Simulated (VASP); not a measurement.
Wanted: the native input for a VASP 6.6.1 run.

```yaml
Task: single point
Functional: PBE
Potentials_or_basis: VASP PAW PBE potentials, release 64 (Bi_d)
Cutoff: 520 eV
k_mesh: 7 × 7 × 7
Occupations: fermi-dirac, width 0.05 eV
Spin: no spin polarisation
Further_INCAR_settings: ALGO = Normal; EDIFF = 1e-07; NBANDS = 22
```

The structure of Bi lies in POSCAR:

```
Bi
1.0
    2.2675000000      1.3091417354      3.9380000000
   -2.2675000000      1.3091417354      3.9380000000
    0.0000000000     -2.6182834708      3.9380000000
Bi
2
Direct
    0.7660000000      0.7660000000      0.7660000000
    0.2340000000      0.2340000000      0.2340000000
```

These files were run (other wordings do the same):

INCAR

```
SYSTEM = Bi
ALGO = Normal ; EDIFF = 1E-7
ENCUT = 520 ; GGA = PE
ISIF = 2 ; ISMEAR = -1
LASPH = .True. ; LCHARG = .False.
LREAL = .False. ; LWAVE = .False.
NBANDS = 22 ; NELM = 60
PREC = Accurate ; SIGMA = 0.05
```

KPOINTS

```
k-points
0
Gamma
  7 7 7
  0 0 0
```

Potentials or basis: VASP PAW PBE potentials, release 64 (Bi_d).

Command:

```sh
$ cat potpaw_PBE.64/Bi_d/POTCAR > POTCAR
$ mpirun -np 1 vasp_std > vasp.out
```

It gave:

```json
{"Pressure": "2.0 GPa", "Largest force": "0.206 eV/Å", "Band gap on the k mesh": "0.27 eV, indirect (least direct gap 0.53 eV)"}
```

Caveat: spin-orbit coupling is left out, which as a rule narrows the gap of such compounds by several tenths of an eV; an odd mesh through Γ misses points on the zone boundary, where band edges often lie.

It took 94 s on 1 thread of AMD EPYC 7R13 Processor (Zen 3) (shared host), peak memory 0.19 GiB.
